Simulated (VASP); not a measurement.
# CdS in VASP: a PBE single point

Aim: gap, levels, forces and stress of wurtzite CdS, under -2.0 % strain along z alone at fixed geometry. Runs: PBE. The results are then set beside those of Ansatz 0.2.0 for the same cell.

The runs shown are made with VASP 6.6.1. PAW datasets, plane waves. Calculated at 0 K for a non-magnetic cell.

## (1) Starting point

The cell comes from an earlier relaxation with r2SCAN in another program, then strained, with the atoms relaxed again.

The symmetry is P6_3mc (No. 186, hexagonal); a = 4.165 Å, c = 6.631 Å in the conventional setting, 24.90 Å³ an atom. Near Cd stand 4 S at 2.53 Å; near S stand 4 Cd at 2.53 Å.

Coordinates:

```cif
data_structure
_symmetry_space_group_name_H-M 'P6_3mc'
_symmetry_Int_Tables_number 186
_cell_length_a 4.1646
_cell_length_b 4.1646
_cell_length_c 6.6307
_cell_angle_alpha 90.000
_cell_angle_beta 90.000
_cell_angle_gamma 120.000
_cell_volume 99.59
loop_
_atom_site_label
_atom_site_type_symbol
_atom_site_symmetry_multiplicity
_atom_site_Wyckoff_symbol
_atom_site_fract_x
_atom_site_fract_y
_atom_site_fract_z
_atom_site_occupancy
Cd1 Cd 2 b 0.33333 0.66667 0.99656 1
S1 S 2 b 0.33333 0.66667 0.37844 1
```

## (2) PBE at this geometry

Input file INCAR:

```
ENCUT = 520.000000
SIGMA = 0.020000
EDIFF = 1.00e-07
GGA = PE
PREC = Accurate
IBRION = -1
ISIF = 2
ISMEAR = -1
NBANDS = 26
NELM = 120
NSW = 0
LASPH = .TRUE.
LCHARG = .FALSE.
LWAVE = .FALSE.
LREAL = .FALSE.
```

Input file KPOINTS:

```
KPOINTS created by Atomic Simulation Environment
0
Gamma
12 12 4
0 0 0
```

Input file KPOINTS_OPT:

```
special points
6
Reciprocal
0.0000000000 0.0000000000 0.0000000000 1
0.5000000000 0.0000000000 0.0000000000 1
0.3333333333 0.3333333333 0.0000000000 1
0.0000000000 0.0000000000 0.5000000000 1
0.5000000000 0.0000000000 0.5000000000 1
0.3333333333 0.3333333333 0.5000000000 1
```

Input file POSCAR:

```
Cd S
 1.0000000000000000
     4.1646012827280252    0.0000000000288675    0.0000000000000000
    -2.0823006413890126    3.6066505074612953    0.0000000000000000
     0.0000000000000000    0.0000000000000000    6.6306902801999996
 Cd  S
   2   2
Cartesian
 -0.0000000000166665  2.4044336716504859 -0.0228351992851804
  2.0823006413556784  1.2022168358396770  3.2925099408148193
 -0.0000000000166665  2.4044336716504859  2.5093440543601804
  2.0823006413556784  1.2022168358396770  5.8246891944601789
```

Potentials: the recommended PBE PAW datasets, 36 valence electrons in the neutral cell.

On the command line:

```console
mpirun -np 1 vasp_std
```

**Question.** What will these runs give? Wanted: for each run, gap; pressure; Ansatz: gap; Ansatz: pressure.

As calculated:

```
level  gap (eV)  pressure (GPa)  Ansatz: gap (eV)  Ansatz: pressure (GPa)
  PBE      1.24            2.98              1.23                    2.62
```

**Reading.** The two programs agree on the gap within 0.01 eV. Datasets and cutoffs are each program's own. VASP's cell holds 36 valence electrons and Ansatz's 52.
